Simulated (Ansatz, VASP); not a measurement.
**Pb in VASP and in Ansatz**

```
Pb
1.0
     0.00000    3.36880    3.36880
     3.36880    0.00000    3.36880
     3.36880    3.36880    0.00000
Pb
2
Cartesian
  0.0000 0.0000 0.0000
  1.6844 1.6844 1.6844
```

Change from the starting cell: volume scaled by 0.94.

Alike in both runs: task single point; functional PBE; k mesh 8 × 8 × 8; occupations fermi-dirac, width 0.05 eV; no spin polarisation.

|  | VASP | Ansatz |
| --- | --- | --- |
| version | VASP 6.6.1 | Ansatz 0.2.0 |
| potentials or method | VASP PAW PBE potentials, release 64 (Pb_d), cutoff 520 eV | all-electron LAPW, scalar-relativistic |

|  | VASP | Ansatz | Ansatz less VASP |
| --- | --- | --- | --- |
| pressure (GPa) | 4.9 | 4.9 | +0.06 |

Ansatz ran all-electron here, so the differences hold the error of VASP's frozen core and of both bases.

Spin-orbit coupling is left out, which matters for the levels of Pb.
